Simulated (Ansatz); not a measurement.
# Molecular dynamics of TaN

Input file:

```yaml
accuracy: low
crystal:
  lattice:
    - [-2.988147, -5.175622, 0.0]
    - [4.48222, -2.587811, 0.0]
    - [0.0, 0.0, 5.875127]
  atoms:
    - { symbol: Ta, position: [0.7666385, 0.58933805, 0.33253753] }
    - { symbol: "N", position: [0.45156942, 0.65123292, 0.01847896] }
    - { symbol: Ta, position: [0.77019092, 0.53172329, 0.79442943] }
    - { symbol: "N", position: [0.50866847, 0.77117969, 0.56516201] }
    - { symbol: Ta, position: [0.48829345, 0.02023922, 0.29473485] }
    - { symbol: "N", position: [0.28807554, 0.21021454, 0.04224411] }
    - { symbol: Ta, position: [0.50025146, 0.03938824, 0.84457171] }
    - { symbol: "N", position: [0.298326, 0.18695671, 0.54329619] }
    - { symbol: Ta, position: [0.25588578, 0.52186283, 0.27158012] }
    - { symbol: "N", position: [-0.01931381, 0.70501549, 0.03732139] }
    - { symbol: Ta, position: [0.26629976, 0.49822715, 0.77165852] }
    - { symbol: "N", position: [0.01273607, 0.68539422, 0.51693281] }
    - { symbol: Ta, position: [0.05441979, 0.02062013, 0.26837276] }
    - { symbol: "N", position: [0.76552349, 0.22296254, 0.04112588] }
    - { symbol: Ta, position: [-0.01190581, 0.04661462, 0.75362313] }
    - { symbol: "N", position: [0.75180453, 0.22390391, 0.53243043] }
basis:
  ecutwfc: 150.0
kpoints:
  mp_grid: { grid: [2, 2, 2] }
hamiltonian:
  xc: pbe
  pseudopotentials: { kind: paw, azcp: { folder: soft_1 } }
scf:
  occupations: { method: fermi_dirac, width: 0.36 }
  lower_state_search: "off"
  max_iter: 86
md:
  timestep: 1.12
  n_steps: 200
  ensemble: npt_langevin
  temperature: 2940.0
  initial_velocities: maxwell_boltzmann
  seed: 410625
  friction: 0.02
  pressure: 0.0
  fix_cell: [shape]
```

Run as:

```bash
$ ansatz run input.yaml --threads 1 --pin off --max-ram 3072MiB --backend cpu --events-out ev --progress --plain --runs-dir out
```

It goes on from the last frame of an earlier run, with new velocities.

Output, in part (step lines):

```
md step     0: t =     0.00 fs  T =  2756.3 K  F+E_penalty+E_count = -82385.71158778 eV  E_kin = 5.700366 eV  conserved = -82381.32927001 eV  P_inst = 25.9206 GPa  V = 181.7238 Å³  selection 1  (9 SCF iters)
md step     1: t =     1.12 fs  T =  2845.1 K  F+E_penalty+E_count = -82385.75828971 eV  E_kin = 5.884124 eV  conserved = -82381.33187499 eV  P_inst = 25.9978 GPa  V = 181.7484 Å³  selection 1  (8 SCF iters)
md step     2: t =     2.24 fs  T =  2793.7 K  F+E_penalty+E_count = -82385.87701217 eV  E_kin = 5.777735 eV  conserved = -82381.33435615 eV  P_inst = 25.7954 GPa  V = 181.7953 Å³  selection 1  (8 SCF iters)
md step     3: t =     3.36 fs  T =  2792.3 K  F+E_penalty+E_count = -82385.97910985 eV  E_kin = 5.774832 eV  conserved = -82381.33395367 eV  P_inst = 25.5259 GPa  V = 181.8758 Å³  selection 1  (8 SCF iters)
md step     4: t =     4.48 fs  T =  2745.4 K  F+E_penalty+E_count = -82386.07905243 eV  E_kin = 5.677880 eV  conserved = -82381.33422413 eV  P_inst = 24.9163 GPa  V = 182.0283 Å³  selection 1  (8 SCF iters)
md step     5: t =     5.60 fs  T =  2865.0 K  F+E_penalty+E_count = -82386.22027190 eV  E_kin = 5.925363 eV  conserved = -82381.33579366 eV  P_inst = 24.3975 GPa  V = 182.2240 Å³  selection 1  (6 SCF iters)
md step     6: t =     6.72 fs  T =  2463.7 K  F+E_penalty+E_count = -82386.34277587 eV  E_kin = 5.095243 eV  conserved = -82381.33300563 eV  P_inst = 23.3158 GPa  V = 182.4386 Å³  selection 1  (6 SCF iters)
md step     7: t =     7.84 fs  T =  2674.5 K  F+E_penalty+E_count = -82386.47547377 eV  E_kin = 5.531338 eV  conserved = -82381.33317698 eV  P_inst = 22.7756 GPa  V = 182.7029 Å³  selection 1  (6 SCF iters)
[... lines left out ...]
```

The steps, from the saved trajectory:

```
time (fs)  T (K)  potential energy less start (eV)  conserved less start (meV/atom)  P (GPa)  volume (Å³)
      0.0   2756                             0.000                             0.00     25.9        181.7
      6.7   2464                            -0.631                            -0.23     23.3        182.4
     13.4   2596                            -1.665                            -0.39     16.7        184.8
     20.2   3476                            -3.850                            -1.19      7.8        187.5
     26.9   3440                            -4.405                            -0.91      1.7        189.0
     33.6   3235                            -4.054                            -1.09      0.2        190.8
     40.3   3078                            -3.174                            -1.05     -3.0        192.7
     47.0   4209                            -3.484                            -1.54     -7.5        194.0
     53.8   3593                            -4.873                            -1.76     -8.2        194.4
     60.5   3369                            -4.004                            -1.56     -4.2        193.6
     67.2   2948                            -3.789                            -1.17     -1.5        192.1
     73.9   3935                            -5.494                            -1.92      2.6        190.0
     80.6   3044                            -5.621                            -1.29      3.4        188.6
     87.4   2416                            -5.268                            -1.16      5.8        187.6
     94.1   2659                            -5.107                            -0.96      6.0        187.6
    100.8   2714                            -5.750                            -1.08      2.4        187.8
    107.5   3302                            -6.536                            -0.94      2.3        187.2
    114.2   2770                            -5.395                            -0.74      4.6        186.9
    121.0   1923                            -4.260                            -0.54      7.2        186.8
    127.7   2556                            -4.644                            -0.96      8.8        187.3
    134.4   2578                            -4.372                            -0.71      5.8        188.8
    141.1   1976                            -4.291                            -0.64      1.5        190.4
    147.8   2833                            -5.398                            -1.14     -4.2        192.0
    154.6   2865                            -5.309                            -1.41    -12.8        194.1
    161.3   2518                            -3.947                            -1.02    -16.8        196.0
    168.0   2327                            -3.957                            -1.08    -17.5        197.0
    174.7   2457                            -4.635                            -1.50    -16.7        197.5
    181.4   2478                            -3.884                            -1.29    -11.2        197.2
    188.2   2789                            -3.160                            -1.29     -5.6        196.0
    194.9   4012                            -4.050                            -1.82     -2.8        194.3
    201.6   3142                            -4.080                            -1.53     -3.7        193.0
    208.3   3243                            -4.155                            -1.21     -2.5        192.0
    215.0   4551                            -5.516                            -1.86      0.8        190.3
    221.8   4594                            -5.037                            -1.28      3.7        188.2
```

All steps were run. The conserved energy stayed within 2 meV per atom of its start (net change -1.2 meV per atom), so the integration is sound. A run of 0.22 ps of so small a system gives no equilibrium averages. The plane-wave cutoff is below what these datasets need, so energies and pressures aren't converged. Limits of this set-up: coarse k mesh, low accuracy level. The cell's volume went from 182 to 188 Å³.

Mean squared displacements from the first frame to the last, about the centre of mass, the cell's change included: Ta 0.10 Å², N 0.22 Å².

Last frame:

```xyz
16
Lattice="-3.0206 -5.2318 0.0000 4.5309 -2.6159 0.0000 0.0000 0.0000 5.9389" Properties=species:S:1:pos:R:3
Ta 0.273 -5.489 1.577
N 1.760 -5.003 0.086
Ta 0.118 -5.559 4.525
N 1.498 -4.412 2.949
Ta -1.348 -2.738 1.551
N 0.031 -1.783 0.021
Ta -1.198 -2.603 4.388
N 0.436 -1.898 2.955
Ta 1.475 -2.821 1.431
N 3.367 -1.872 -0.017
Ta 1.595 -2.790 4.628
N 2.882 -1.905 2.990
Ta 0.211 0.132 1.488
N -1.089 -4.428 0.044
Ta 0.088 -0.089 4.446
N -1.295 -4.429 3.055
```

The run took 6.8 min on 1 thread of Arm Neoverse V2, with other jobs on the host, peak memory 0.36 GiB.
